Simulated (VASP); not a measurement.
**HfC: relaxation of cell and atoms with PBEsol+D4**

Crystal: HfC.

```
CELL_PARAMETERS angstrom
0.00000 2.32500 2.32500
2.32500 0.00000 2.32500
2.32500 2.32500 0.00000
ATOMIC_POSITIONS crystal
Hf 0.50000 0.50000 0.50000
C 0.00000 0.00000 0.00000
```

```json
{
  "Program": "VASP 6.6.1",
  "Task": "relaxation of cell and atoms",
  "Functional": "PBEsol",
  "Dispersion": "D4",
  "Potentials or basis": "VASP PAW PBE potentials, release 64 (Hf_pv, C)",
  "Cutoff": "600 eV",
  "k mesh": "10 × 10 × 10",
  "Occupations": "fermi-dirac, width 0.05 eV",
  "Spin": "no spin polarisation",
  "Further INCAR settings": "ALGO = Fast; EDIFF = 1e-07; IBRION = 2; EDIFFG = -0.005; NSW = 40; ISIF = 3"
}
```

The relaxed volume is 12.11 Å³/atom, the relaxed cell is a = 3.247 Å, b = 3.247 Å, c = 3.247 Å, α = 60.00°, β = 60.00°, γ = 60.00° and the space group after relaxing (to 0.05 Å) is Fm-3m (No. 225). The energy gained by relaxing is 13.4 meV/atom, the ionic steps are 6 and the pressure after relaxing is 0.0 GPa. The band gap on the k mesh is none (metal or under the smearing width). The dispersion energy per atom is -0.150 eV.

The path:
```
step  energy change (eV)  largest force (eV/Å)  pressure (GPa)  volume (Å³)
   1              0.0000                0.0000           -8.98        25.14
   2              0.0626                0.0000           19.54        22.66
   3             -0.0268                0.0000           -0.27        24.23
   4             -0.0268                0.0000            0.07        24.20
   5             -0.0268                0.0000           -0.12        24.22
   6             -0.0268                0.0000            0.01        24.21
```

Final structure:
```
Hf C
1.0
     0.00000    2.29610    2.29610
     2.29610    0.00000    2.29610
     2.29610    2.29610    0.00000
Hf C
1 1
Direct
  0.50000 0.50000 0.50000
  0.00000 0.00000 0.00000
```

Levels at points of the mesh, in eV from the Fermi level:
| k point | band 5 | band 6 | band 7 | band 8 | band 9 | band 10 |
| --- | --- | --- | --- | --- | --- | --- |
| (0.00, 0.00, 0.00) | 1.03 | 1.03 | 1.03 | 1.34 | 1.34 | 1.34 |
| (0.50, 0.00, 0.00) | -6.37 | -3.14 | -3.14 | 5.49 | 5.49 | 5.99 |
| (0.50, 0.50, 0.00) | -2.56 | -1.98 | -0.06 | -0.06 | 5.50 | 7.01 |

Run time: 57 s on 1 thread of Intel(R) Xeon(R) Platinum 8375C CPU @ 2.90GHz (Ice Lake), with other jobs on the host, peak memory 0.17 GiB.

Caveat: the PAW data sets were made with another functional, which shifts forces and pressure a little; pairwise dispersion overbinds metals, which lowers pressure and volume. Spin-orbit coupling is left out, which matters for the levels of Hf.
